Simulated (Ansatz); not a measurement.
## CdS: a film clamped to a substrate

Theory: DFT PBE, scalar-relativistic, plane waves, PAW in Ansatz 0.2.0. The runs took a 420 eV cutoff, a Γ-centred 10×10×10 mesh and Gaussian smearing (0.03 eV). No spin polarisation. Energies are free energies at this smearing, counted from the undisturbed cell; pressure is positive in compression.

The undisturbed cell (as given, not relaxed at this level; it stands at -0.4 GPa; this rock-salt form isn't the usual structure):

```
Cd S
1.0
     0.00000    2.75324    2.75324
     2.75324    0.00000    2.75324
     2.75324    2.75324    0.00000
Cd S
1 1
Direct
  0.00000 0.00000 0.00000
  0.50000 0.50000 0.50000
```

The cell (2 atoms, V0 = 41.74 Å³) is strained by p along both x and y and by q along z, fractional coordinates fixed. τp = (1/V0) ∂E/∂p = (σxx + σyy)(1 + p)(1 + q) and τq = (1/V0) ∂E/∂q = σzz(1 + p)², with tension positive.

| p | q | ΔE (meV/atom) | τp (GPa) | τq (GPa) |
| --- | --- | --- | --- | --- |
| 0.000 | 0.000 | 0.00 | 0.90 | 0.45 |
| -0.025 | 0.000 | 11.79 | -8.62 | -2.00 |
| 0.025 | 0.000 | 14.84 | 7.85 | 2.81 |
| 0.000 | -0.025 | 3.73 | -1.64 | -2.91 |
| 0.000 | 0.025 | 5.64 | 3.19 | 2.88 |

Problem. Get the second derivatives of the energy density.

Solution. Central differences give A = ∂τp/∂p = 329 GPa (C11 + C22 + 2 C12), C = ∂τq/∂q = 116 GPa (C33) and the cross term B = ∂τq/∂p = 96 GPa (C13 + C23); ∂τp/∂q = 97 GPa must equal B, and any difference shows higher-order terms. The ions are clamped. In a cubic crystal C11 = C = 116, C12 = B/2 = 48 GPa and A should be 2(C11 + C12) = 328 GPa; the bulk modulus is (C11 + 2 C12)/3 = 71 GPa.

Problem. A film of this crystal grows with z along the normal on a substrate that imposes p. How does its thickness respond, and what does the misfit cost?

Solution. Count p and q from the stress-free cell. A free surface needs τq = 0, so q = −(B/C) p = -0.83 p. The energy density left is (A − B²/C) p²/2 = M p², with the biaxial modulus M = 125 GPa; a misfit of 1 % costs 1.62 meV/atom, against 2.15 meV/atom if the thickness were held.

The gap closes along the scan, which can put kinks into the curve.